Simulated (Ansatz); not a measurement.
Molecular dynamics on a 2×2×1 supercell (12 atoms) of PbI2 (CdI2 type), relaxed with r2SCAN+rVV10. Forces come from r2SCAN in Ansatz: a Nosé-Hoover thermostat at fixed volume, 800 K, steps of 1.5 fs. Computed, non-magnetic; the trajectory is short and the cell small, so nothing here is a converged average.

```yaml
crystal:
  lattice:
    - [9.1281635007, 0.0, 0.0]
    - [-4.5640817504, 7.9052214815, 0.0]
    - [0.0, 0.0, 7.0475120173]
  atoms:
    - { symbol: Pb, position: [0.0, 0.0, 0.0] }
    - { symbol: I, position: [0.1666666667, 0.3333333333, 0.266706802] }
    - { symbol: I, position: [0.3333333333, 0.1666666667, 0.733293198] }
    - { symbol: Pb, position: [0.0, 0.5, 0.0] }
    - { symbol: I, position: [0.1666666667, 0.8333333333, 0.266706802] }
    - { symbol: I, position: [0.3333333333, 0.6666666667, 0.733293198] }
    - { symbol: Pb, position: [0.5, 0.0, 0.0] }
    - { symbol: I, position: [0.6666666667, 0.3333333333, 0.266706802] }
    - { symbol: I, position: [0.8333333333, 0.1666666667, 0.733293198] }
    - { symbol: Pb, position: [0.5, 0.5, 0.0] }
    - { symbol: I, position: [0.6666666667, 0.8333333333, 0.266706802] }
    - { symbol: I, position: [0.8333333333, 0.6666666667, 0.733293198] }
kpoints:
  mp_grid: { grid: [3, 3, 2] }
hamiltonian:
  xc: r2scan
scf:
  occupations: { method: fermi_dirac, width: 0.069 }
md:
  ensemble: nvt_nose_hoover
  temperature: 800
  timestep: 1.5
  n_steps: 20
  initial_velocities: maxwell_boltzmann
  seed: 5776
```

Command: `ansatz run input.yaml --threads 4 --pin off --max-ram 3686MiB --backend cpu --events-out ev --progress --plain --runs-dir out`. It took 6.4 min on 4 threads of Arm Neoverse V2 (shared host), load about 0.3 per core; peak host memory 2.9 GiB.

| step | t (fs) | T (K) | free energy F from step 0 (meV/atom) | kinetic energy (meV/atom) | largest force (eV/Å) |
| --- | --- | --- | --- | --- | --- |
| 0 | 0 | 800 | 0.0 | 94.8 | 0.01 |
| 1 | 1.5 | 800 | 0.0 | 94.8 | 0.03 |
| 2 | 3 | 799 | 0.2 | 94.6 | 0.06 |
| 3 | 4.5 | 797 | 0.4 | 94.4 | 0.09 |
| 4 | 6 | 794 | 0.7 | 94.1 | 0.12 |
| 5 | 7.5 | 791 | 1.0 | 93.7 | 0.15 |
| 6 | 9 | 787 | 1.5 | 93.3 | 0.19 |
| 7 | 10.5 | 783 | 2.1 | 92.7 | 0.22 |
| 8 | 12 | 777 | 2.7 | 92.1 | 0.26 |
| 9 | 13.5 | 771 | 3.4 | 91.4 | 0.30 |
| 10 | 15 | 764 | 4.3 | 90.5 | 0.33 |
| 11 | 16.5 | 757 | 5.2 | 89.7 | 0.37 |
| 12 | 18 | 749 | 6.1 | 88.7 | 0.41 |
| 13 | 19.5 | 740 | 7.2 | 87.7 | 0.45 |
| 14 | 21 | 730 | 8.3 | 86.5 | 0.49 |
| 15 | 22.5 | 720 | 9.5 | 85.3 | 0.53 |
| 16 | 24 | 710 | 10.8 | 84.1 | 0.58 |
| 17 | 25.5 | 699 | 12.1 | 82.8 | 0.62 |
| 18 | 27 | 687 | 13.6 | 81.4 | 0.66 |
| 19 | 28.5 | 675 | 15.0 | 79.9 | 0.71 |
| 20 | 30 | 662 | 16.6 | 78.5 | 0.75 |

The temperature goes from 800 K to 662 K in 30 fs. By the last step the atoms have moved 0.10 Å in the root mean square, the drift of the whole cell taken out, 0.19 Å at most.

Positions (Å) and forces (eV/Å) at step 20:
```
Pb   0.001   0.068   0.038     0.185  -0.323  -0.084
I    0.048   2.629   1.804    -0.140   0.088   0.357
I    2.299   1.193   5.208    -0.228   0.337  -0.080
Pb  -2.334   3.971   0.008     0.077   0.183  -0.031
I   -2.204   6.556   1.931    -0.167   0.012  -0.259
I   -0.074   5.315   5.190     0.122  -0.295  -0.010
Pb   4.669   0.018  -0.058    -0.498  -0.106  -0.172
I    4.516   2.523   1.832     0.047   0.289   0.290
I    6.864   1.292   5.132     0.151   0.115  -0.059
Pb   2.301   3.955   0.066    -0.020   0.037  -0.387
I    2.115   6.655   1.818     0.524  -0.312   0.435
I    4.572   5.283   5.188    -0.053  -0.025   0.001
```
